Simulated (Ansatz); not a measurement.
# TiCo in Ansatz: the effect of functional

The system is TiCo.

```xyz
2
Lattice="3.0254 0.0000 0.0000 0.0000 3.0254 0.0000 0.0000 0.0000 3.0254" Properties=species:S:1:pos:R:3 pbc="T T T"
Co    1.5127    1.5127    1.5127
Ti    0.0000    0.0000    0.0000
```

The cell comes from a database or a generator and needn't be the stable form of this composition.

The cell isn't the ideal one: volume scaled by 1.04.

Alike in all runs:

| Quantity | Value |
| --- | --- |
| Program | Ansatz 0.2.0 |
| Task | single point |
| Potentials or basis | Ansatz PAW |
| k mesh | 9 × 9 × 9 |
| Occupations | fermi-dirac, width 0.05 eV |
| Spin | collinear spin, ferromagnetic start |
| Starting moments | [2.0, 1.0] μB |

```csv
functional,cutoff,pressure (GPa),moment (μB)
LDA,420 eV (not typed: the program's choice for these potentials),?,?
r2SCAN,500 eV (not typed: the program's choice for these potentials),-5.4,0.87
PBE,420 eV (not typed: the program's choice for these potentials),-6.4,0.85
```

Task: What does the run with functional LDA give?

Result: Pressure -19.8 GPa; moment 0.53 μB.

Caveats: the PAW data sets come from PBE, with cores solved anew for the run's functional, which leaves a small shift of forces and pressure (some runs); the magnetic or orbital state may not be the lowest (some runs); the starting moments weren't kept (some runs).
